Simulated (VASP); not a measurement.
# CdSe (F-43m) in VASP: notebook

One crystal, CdSe, is run at these levels: SCAN0, PBE, LDA; tasks: band structure, evGW0 quasiparticle levels, G0W0 quasiparticle levels.

Program: VASP 6.6.1. These are calculated values, not measurements. Logs are shortened: lines on timing, memory, paths and dates and some standing lists are left out, and cuts for length are marked.

**1. The structure**

Symmetry: F-43m, No. 216, cubic system. Conventional cell: a = 6.141 Å, b = 6.141 Å, c = 6.141 Å, α = 90.00°, β = 90.00°, γ = 90.00°. Cd (site symmetry -43m) is surrounded by 4 Se at 2.66 Å. Around Se (site symmetry -43m) lie 4 Cd at 2.66 Å.

Measurements of this composition are mostly on another form, of space group No. 186.

**2. Band structure, SCAN0**

Contents of POSCAR:

```
CdSe
1.0
    0.0000000000      3.0702711986      3.0702711986
    3.0702711986      0.0000000000      3.0702711986
    3.0702711986      3.0702711986      0.0000000000
Cd Se
1 1
Direct
    0.0000000000      0.0000000000      0.0000000000
    0.2500000000      0.2500000000      0.2500000000
```

Contents of INCAR.step1:

```
ALGO = Normal ; EDIFF = 1E-5
ENCUT = 520 ; GGA = PE
ISIF = 2 ; ISMEAR = -1
LASPH = T ; LCHARG = F
LREAL = F ; LWAVE = T
NELM = 60 ; PREC = Accurate
SIGMA = 0.05
```

Contents of INCAR.step2:

```
AEXX = 0.25 ; ALGO = Normal
EDIFF = 1E-6 ; ENCUT = 520
HFRCUT = -1 ; ISIF = 2
ISMEAR = -1 ; ISTART = 1
LASPH = T ; LCHARG = F
LHFCALC = T ; LMIXTAU = T
LREAL = F ; LWAVE = F
METAGGA = SCAN ; NELM = 60
PREC = Accurate ; PRECFOCK = Fast
SIGMA = 0.05
```

Contents of KPOINTS:

```
k-points
0
Gamma
  4 4 4
```

Contents of KPOINTS_OPT:

```
path GXWKGLUWLK,UX
10
line-mode
reciprocal
 0.0000000000  0.0000000000  0.0000000000  G
 0.5000000000  0.0000000000  0.5000000000  X

 0.5000000000  0.0000000000  0.5000000000  X
 0.5000000000  0.2500000000  0.7500000000  W

 0.5000000000  0.2500000000  0.7500000000  W
 0.3750000000  0.3750000000  0.7500000000  K

 0.3750000000  0.3750000000  0.7500000000  K
 0.0000000000  0.0000000000  0.0000000000  G

 0.0000000000  0.0000000000  0.0000000000  G
 0.5000000000  0.5000000000  0.5000000000  L

 0.5000000000  0.5000000000  0.5000000000  L
 0.6250000000  0.2500000000  0.6250000000  U

 0.6250000000  0.2500000000  0.6250000000  U
 0.5000000000  0.2500000000  0.7500000000  W

 0.5000000000  0.2500000000  0.7500000000  W
 0.5000000000  0.5000000000  0.5000000000  L

 0.5000000000  0.5000000000  0.5000000000  L
 0.3750000000  0.3750000000  0.7500000000  K

 0.6250000000  0.2500000000  0.6250000000  U
 0.5000000000  0.0000000000  0.5000000000  X
```

Potentials or basis: VASP PAW PBE potentials, release 64 (Cd, Se).

On the command line:

```sh
cat potpaw_PBE.64/Cd/POTCAR potpaw_PBE.64/Se/POTCAR > POTCAR
cp INCAR.step1 INCAR
mpirun -np 1 vasp_std > vasp.out
cp INCAR.step2 INCAR
mpirun -np 1 vasp_std > vasp.out
```

OUTCAR:

```text
AEXX = 0.25
   EDIFF = 1E-6
   ENCUT = 520
   ISIF = 2
   ISMEAR = -1
   ISTART = 1
   LASPH = T
   LHFCALC = T
   LREAL = F
   METAGGA = SCAN
   NELM = 60
   PREC = Accurate
   PRECFOCK = Fast

 ion  position               nearest neighbor table
   1  0.000  0.000  0.000-   2 2.66   2 2.66   2 2.66   2 2.66
   2  0.250  0.250  0.250-   1 2.66   1 2.66   1 2.66   1 2.66

  LATTYP: Found a face centered cubic cell.
 ALAT       =     6.1405423972

  Lattice vectors:

 A1 = (   0.0000000000,   3.0702711986,   3.0702711986)
 A2 = (   3.0702711986,   0.0000000000,   3.0702711986)
 A3 = (   3.0702711986,   3.0702711986,   0.0000000000)

Analysis of symmetry for initial positions (statically):
=====================================================================
 Subroutine PRICEL returns:
 Original cell was already a primitive cell.

 Routine SETGRP: Setting up the symmetry group for a
 face centered cubic supercell.

 Subroutine GETGRP returns: Found 24 space group operations
 (whereof 24 operations were pure point group operations)
 out of a pool of 48 trial point group operations.

The static configuration has the point symmetry T_d .

Analysis of symmetry for dynamics (positions and initial velocities):
=====================================================================
 Subroutine PRICEL returns:
 Original cell was already a primitive cell.

 Routine SETGRP: Setting up the symmetry group for a
 face centered cubic supercell.

 Subroutine GETGRP returns: Found 24 space group operations
 (whereof 24 operations were pure point group operations)
 out of a pool of 48 trial point group operations.

The dynamic configuration has the point symmetry T_d .

 Subroutine INISYM returns: Found 24 space group operations
 (whereof 24 operations are pure point group operations),
 and found     1 'primitive' translations

----------------------------------------------------------------------------------------

                                     Primitive cell

  volume of cell :      57.8842

  direct lattice vectors                    reciprocal lattice vectors
     0.000000000  3.070271199  3.070271199    -0.162852063  0.162852063  0.162852063
     3.070271199  0.000000000  3.070271199     0.162852063 -0.162852063  0.162852063
     3.070271199  3.070271199  0.000000000     0.162852063  0.162852063 -0.162852063

  length of vectors
     4.342019169  4.342019169  4.342019169     0.282068048  0.282068048  0.282068048

[... 80 lines left out ...]
   IALGO  =     38    algorithm
   IMIX   =      1    mixing-type and parameters
     AMIX     =   0.40;   BMIX     =  1.00
     AMIX_MAG =   1.60;   BMIX_MAG =  1.00
  volume/ion in A,a.u.               =      28.94       195.31
  Fermi-wavevector in a.u.,A,eV,Ry     =   1.109121  2.095935 16.737199  1.230149
  Thomas-Fermi vector in A             =   2.245657
   LORBIT       =      0    0 simple, 1 ext, 2 COOP (PROOUT), +10 PAW based schemes
   METAGGA = SCAN    functional components
   LHFCALC =     T    Hartree Fock is set to
   PRECFOCK=fast      Normal, Fast or Accurate (Low or Medium for compatibility)
   ENCUT4O =  -1.0   cutoff for four orbital integrals eV
   NKREDX  =     1    reduce k-point grid by
   NKREDY  =     1    reduce k-point grid by
   NKREDZ  =     1    reduce k-point grid by
   AEXX    =    0.2500 exact exchange contribution
   HFSCREEN=    0.0000 screening length (either q_TF or 0.3 A-1)
   HFSCREENC=   0.0000 screening length for correlation (either q_TF or 0.3 A-1)
   ENCUTFOCK=  -1.0 apply spherical cutoff to Coloumb kernel
   IVDW    =     0    specifies the selected vdW correction
   LEPSILON=     F    determine dielectric tensor
   LRPA    =     F    only Hartree local field effects (RPA)
 non-spin polarized calculation
  energy-cutoff  :      520.00
  volume of cell :       57.88
 maximum number of plane-waves:      1588
  NGX = 18; NGY = 18; NGZ = 18

 number of electron      18.0000008 magnetization

 Free energy of the ion-electron system (eV)
  ---------------------------------------------------
  ext. energy  EPLUGINS =         0.00000000
  ---------------------------------------------------
  free energy    TOTEN  =       -42.18136076 eV

  energy without entropy =      -42.18136076  energy(sigma->0) =      -42.18136076

 E-fermi :   0.6288     XC(G=0):  -7.2908

 val. band max:       -0.4290200101   @ k =   0.0000   0.0000   0.0000
 cond. band min:       1.9202682015   @ k =   0.0000   0.0000   0.0000
 fundamental gap:      2.3492882116
 Fermi energy:         0.6287738369

 k-point     1 :       0.0000    0.0000    0.0000
  band No.  band energies     occupation
      1     -14.3457      2.00000
      2      -9.7166      2.00000
      3      -9.7166      2.00000
      4      -9.7164      2.00000
      5      -9.3503      2.00000
      6      -9.3503      2.00000
      7      -0.4290      2.00000
      8      -0.4290      2.00000
      9      -0.4290      2.00000
     10       1.9203      0.00000
     11       7.5682      0.00000
     12       7.5682      0.00000
     13       7.5683      0.00000
[... 98 lines left out ...]
  band No.  band energies     occupation
      1     -13.8283      2.00000
      2      -9.5411      2.00000
      3      -9.5298      2.00000
      4      -9.3899      2.00000
      5      -9.3449      2.00000
      6      -8.8492      2.00000
      7      -4.5603      2.00000
      8      -2.7966      2.00000
      9      -2.6874      2.00000
     10       6.4905      0.00000
     11       6.6791      0.00000
     12       8.1069      0.00000
     13       9.0249      0.00000

------------------------ aborting loop because EDIFF is reached ----------------------------------------

  FORCE on cell =-STRESS in cart. coord.  units (eV):
  Direction    XX          YY          ZZ          XY          YZ          ZX
  --------------------------------------------------------------------------------------
  -------------------------------------------------------------------------------------
  Total       -0.3250527     -0.3250527     -0.3250527     -0.0000000      0.0000000      0.0000000
  in kB       -8.9971345     -8.9971345     -8.9971345     -0.0000000      0.0000000      0.0000000
  external PRESSURE =      -8.9971345 kB  Pullay stress =       0.0000000 kB

 VOLUME and BASIS-vectors are now :
 -----------------------------------------------------------------------------
  energy-cutoff  :      520.00
  volume of cell :       57.88
      direct lattice vectors                 reciprocal lattice vectors
     0.000000000  3.070271199  3.070271199    -0.162852063  0.162852063  0.162852063
     3.070271199  0.000000000  3.070271199     0.162852063 -0.162852063  0.162852063
     3.070271199  3.070271199  0.000000000     0.162852063  0.162852063 -0.162852063

 POSITION                                       TOTAL-FORCE (eV/Angst)
 -----------------------------------------------------------------------------------
      0.00000      0.00000      0.00000        -0.000000      0.000000     -0.000000
      1.53514      1.53514      1.53514         0.000000     -0.000000      0.000000
 -----------------------------------------------------------------------------------
    total drift:                               -0.000045     -0.000035     -0.000034

  FREE ENERGIE OF THE ION-ELECTRON SYSTEM (eV)
  ---------------------------------------------------
  free  energy   TOTEN  =       -42.1813607575 eV

  energy  without entropy=      -42.1813607574  energy(sigma->0) =      -42.18136076
```

OUTCAR.step1:

```text
EDIFF = 1E-5
   ENCUT = 520
   GGA = PE
   ISIF = 2
   ISMEAR = -1
[... 330 lines left out ...]
 -----------------------------------------------------------------------------------
      0.00000      0.00000      0.00000         0.000000      0.000000      0.000000
      1.53514      1.53514      1.53514        -0.000000     -0.000000     -0.000000
 -----------------------------------------------------------------------------------
    total drift:                               -0.000000     -0.000000     -0.000000

  FREE ENERGIE OF THE ION-ELECTRON SYSTEM (eV)
  ---------------------------------------------------
  free  energy   TOTEN  =        -5.4434285681 eV

  energy  without entropy=       -5.4432643424  energy(sigma->0) =       -5.44334646
```

Run time: 13 min. Hardware: 1 thread of Intel Xeon 6975P-C (Granite Rapids), shared host; peak memory 0.23 GiB.

What came out:

- Free energy: -42.1814 eV
- Pressure: -0.9 GPa
- Band gap on the k mesh: 2.35 eV, direct
- Band gap along the path: 2.35 eV, direct

Levels at the corners of the path, in eV from the valence-band top:
```csv
point,band 7,band 8,band 9,band 10,band 11,band 12
Γ,0.00,0.00,0.00,2.35,8.00,8.00
X,-4.29,-1.93,-1.93,4.81,5.63,11.19
X,-4.29,-1.93,-1.93,4.81,5.63,11.19
W,-4.13,-2.37,-2.26,6.92,7.11,8.54
W,-4.13,-2.37,-2.26,6.92,7.11,8.54
K,-4.17,-2.65,-1.58,5.50,7.09,10.20
K,-4.17,-2.65,-1.58,5.50,7.09,10.20
Γ,0.00,0.00,0.00,2.35,8.00,8.00
Γ,0.00,0.00,0.00,2.35,8.00,8.00
L,-4.60,-0.78,-0.78,4.26,8.45,8.45
L,-4.60,-0.78,-0.78,4.26,8.45,8.45
U,-4.17,-2.65,-1.58,5.50,7.09,10.20
U,-4.17,-2.65,-1.58,5.50,7.09,10.20
W,-4.13,-2.37,-2.26,6.92,7.11,8.54
W,-4.13,-2.37,-2.26,6.92,7.11,8.54
L,-4.60,-0.78,-0.78,4.26,8.45,8.45
L,-4.60,-0.78,-0.78,4.26,8.45,8.45
K,-4.17,-2.65,-1.58,5.50,7.09,10.21
U,-4.17,-2.65,-1.58,5.50,7.09,10.20
X,-4.29,-1.93,-1.93,4.81,5.63,11.19
```

Caveat: the k mesh is coarse (spacing up to 0.44 Å⁻¹), so the values aren't converged, least of all with exact exchange; the PAW data sets were made with another functional, which shifts forces and pressure a little.

**3. EvGW0 quasiparticle levels, PBE**

POSCAR is that of step 2.

Contents of INCAR.step1:

```
SYSTEM = CdSe
ALGO     = Normal         ! electronic algorithm
EDIFF    = 1E-8           ! SCF threshold, eV
ENCUT    = 500            ! plane-wave cutoff, eV
GGA      = PE             ! functional
ISMEAR   = 0              ! smearing method
LASPH    = .True.         ! aspherical terms in the spheres
LCHARG   = .False.        ! write CHGCAR
LREAL    = .False.        ! projectors in reciprocal space
LWAVE    = .True.         ! write WAVECAR
NELM     = 100            ! most SCF steps
PREC     = Accurate       ! precision mode
SIGMA    = 0.01           ! smearing width, eV
```

Contents of INCAR.step2:

```
SYSTEM = CdSe
ALGO     = Exact          ! electronic algorithm
EDIFF    = 1E-8           ! SCF threshold, eV
ENCUT    = 500            ! plane-wave cutoff, eV
GGA      = PE             ! functional
ISMEAR   = 0              ! smearing method
ISTART   = 1            
LASPH    = .True.         ! aspherical terms in the spheres
LCHARG   = .False.        ! write CHGCAR
LOPTICS  = .True.         ! frequency-dependent dielectric function
LREAL    = .False.        ! projectors in reciprocal space
LWAVE    = .True.         ! write WAVECAR
NBANDS   = 203            ! bands
NELM     = 1              ! most SCF steps
PREC     = Accurate       ! precision mode
SIGMA    = 0.01           ! smearing width, eV
```

Contents of INCAR.step3:

```
SYSTEM = CdSe
ALGO     = EVGW0          ! electronic algorithm
EDIFF    = 1E-8           ! SCF threshold, eV
ENCUT    = 500            ! plane-wave cutoff, eV
ENCUTGW  = 100            ! cutoff of the response function
GGA      = PE             ! functional
ISMEAR   = 0              ! smearing method
ISTART   = 1            
LASPH    = .True.         ! aspherical terms in the spheres
LCHARG   = .False.        ! write CHGCAR
LREAL    = .False.        ! projectors in reciprocal space
LWAVE    = .False.        ! write WAVECAR
NBANDS   = 203            ! bands
NBANDSGW = 17           
NELMGW   = 4            
NOMEGA   = 64             ! frequency points
PREC     = Accurate       ! precision mode
PRECFOCK = Fast         
SIGMA    = 0.01           ! smearing width, eV
```

Contents of KPOINTS:

```
k-points
0
Gamma
  4 4 4
  0 0 0
```

Potentials or basis: VASP PAW PBE potentials, release 64 (Cd_GW, Se_GW).

On the command line:

```sh
cat potpaw_PBE.64/Cd_GW/POTCAR potpaw_PBE.64/Se_GW/POTCAR > POTCAR
cp INCAR.step1 INCAR
mpirun -np 1 vasp_std > vasp.out
cp INCAR.step2 INCAR
mpirun -np 1 vasp_std > vasp.out
cp INCAR.step3 INCAR
mpirun -np 1 vasp_std > vasp.out
```

OUTCAR:

```text
SYSTEM = CdSe
   EDIFF = 1E-8
   ENCUT = 500
   ENCUTGW = 100
   GGA = PE
   ISMEAR = 0
   ISTART = 1
   LASPH = .True.
   LREAL = .False.
   NELMGW = 4
   PREC = Accurate
   PRECFOCK = Fast

 ion  position               nearest neighbor table
   1  0.000  0.000  0.000-   2 2.66   2 2.66   2 2.66   2 2.66
   2  0.250  0.250  0.250-   1 2.66   1 2.66   1 2.66   1 2.66

  LATTYP: Found a face centered cubic cell.
 ALAT       =     6.1405423972

  Lattice vectors:

 A1 = (   0.0000000000,   3.0702711986,   3.0702711986)
 A2 = (   3.0702711986,   0.0000000000,   3.0702711986)
 A3 = (   3.0702711986,   3.0702711986,   0.0000000000)

Analysis of symmetry for initial positions (statically):
=====================================================================
 Subroutine PRICEL returns:
 Original cell was already a primitive cell.

[... 126 lines left out ...]
  Fermi-wavevector in a.u.,A,eV,Ry     =   1.109121  2.095935 16.737199  1.230149
  Thomas-Fermi vector in A             =   2.245657
   LORBIT       =      0    0 simple, 1 ext, 2 COOP (PROOUT), +10 PAW based schemes
   GGA     = PE    functional components
   LHFCALC =     T    Hartree Fock is set to
   PRECFOCK=fast      Normal, Fast or Accurate (Low or Medium for compatibility)
   ENCUT4O =  -1.0   cutoff for four orbital integrals eV
   NKREDX  =     1    reduce k-point grid by
   NKREDY  =     1    reduce k-point grid by
   NKREDZ  =     1    reduce k-point grid by
   AEXX    =    1.0000 exact exchange contribution
   HFSCREEN=    0.0000 screening length (either q_TF or 0.3 A-1)
   HFSCREENC=   0.0000 screening length for correlation (either q_TF or 0.3 A-1)
   ENCUTFOCK=  -1.0 apply spherical cutoff to Coloumb kernel
   IVDW    =     0    specifies the selected vdW correction
   LEPSILON=     F    determine dielectric tensor
   LRPA    =     F    only Hartree local field effects (RPA)
   LRPAFORCE           =     F    calculate RPA forces
   ENCUTGW             = 100.0    cutoff for response function in eV
   ENCUTGWSOFT         =  80.0    soft cutoff for Coulomb kernel in GW response function in eV
   ENCUTLF             =  -1.0    cutoff for local field effects
   NELMGW              =     4    number of iterations in solving QP/BSE equation
   NELMHF              =     1    number of iterations in the inner HF iteration
   NKREDLFX            =     1    NKREDLFY  =   1   NKREDLFZ  =   1
 non-spin polarized calculation
 Gauss-broadening in eV      SIGMA  =   0.01
  energy-cutoff  :      500.00
  volume of cell :       57.88
 maximum number of plane-waves:      1480
  NGX = 18; NGY = 18; NGZ = 18
   NGX = 15   NGY = 15   NGZ = 15
 maximum number of plane-waves:       138
 NGX is ok and might be reduce to    18

 QP shifts <psi_nk| G(iteration)W_0 |psi_nk>: iteration 1
 for sc-GW calculations column KS-energies equals QP-energies in previous step
 and V_xc(KS)=  KS-energies - (<T + V_ion + V_H > + <T+V_H+V_ion>^1  + <V_x>^1)

 k-point   1 :       0.0000    0.0000    0.0000
  band No.  KS-energies  QP-energies   sigma(KS)   V_xc(KS)     V^pw_x(r,r')   Z            occupation Imag(sigma)

      1     -10.5451     -10.7830     -12.7837     -12.3866     -19.6775       0.5992       2.0000       0.9975
      2      -5.9862      -7.6021     -17.6140     -15.1957     -22.9438       0.6682       2.0000       0.2441
      3      -5.9862      -7.6021     -17.6140     -15.1957     -22.9438       0.6682       2.0000       0.2441
      4      -5.9862      -7.6021     -17.6140     -15.1957     -22.9438       0.6682       2.0000       0.2441
      5      -5.6445      -7.3451     -18.0205     -15.4961     -23.2400       0.6736       2.0000       0.1874
      6      -5.6445      -7.3451     -18.0205     -15.4961     -23.2400       0.6736       2.0000       0.1874
[... 653 lines left out ...]
      3      -8.1235      -8.1687     -17.7884       9.5976     -23.1895       0.6709       2.0000       0.2377
      4      -8.0360      -8.0829     -17.9212       9.8154     -23.2544       0.6722       2.0000       0.1962
      5      -8.0081      -8.0561     -17.9102       9.8307     -23.2103       0.6730       2.0000       0.1840
      6      -7.3671      -7.4078     -17.8290      10.4021     -23.1387       0.6812       2.0000       0.2497
[... 9 lines left out ...]
     16      14.9038      14.9027      -9.3050      24.2073      -3.7123       0.7177       0.0000      -0.4300
     17      15.0315      15.0306     -10.1418      25.1721      -4.4578       0.7230       0.0000      -0.4979
```

OUTCAR.step1:

```text
SYSTEM = CdSe
   EDIFF = 1E-8
   ENCUT = 500
   GGA = PE
   ISMEAR = 0
   LASPH = .True.
   LREAL = .False.
[... 330 lines left out ...]
      0.00000      0.00000      0.00000        -0.000000      0.000000      0.000000
      1.53514      1.53514      1.53514         0.000000     -0.000000     -0.000000
 -----------------------------------------------------------------------------------
    total drift:                                0.000000      0.000000      0.000000

  FREE ENERGIE OF THE ION-ELECTRON SYSTEM (eV)
  ---------------------------------------------------
  free  energy   TOTEN  =        -5.4764720689 eV

  energy  without entropy=       -5.4764720689  energy(sigma->0) =       -5.47647207
```

Run time: 18 min. Hardware: 1 thread of AMD EPYC 9R14 (Zen 4), shared host; peak memory 0.56 GiB.

Results:

* Band gap on the k mesh, mean-field level: 0.53 eV, direct
* Quasiparticle gap: 1.29 eV
* Least direct quasiparticle gap: 1.29 eV

Quasiparticle gap after each update of the energies (eV): 1.12, 1.25, 1.28, 1.29

Caveat: the k mesh is coarse (spacing up to 0.44 Å⁻¹), so the values aren't converged; bands, screening cutoff and mesh are small and nothing is extrapolated, so the quasiparticle values aren't converged.

(Part 1 of 2 ends here.)
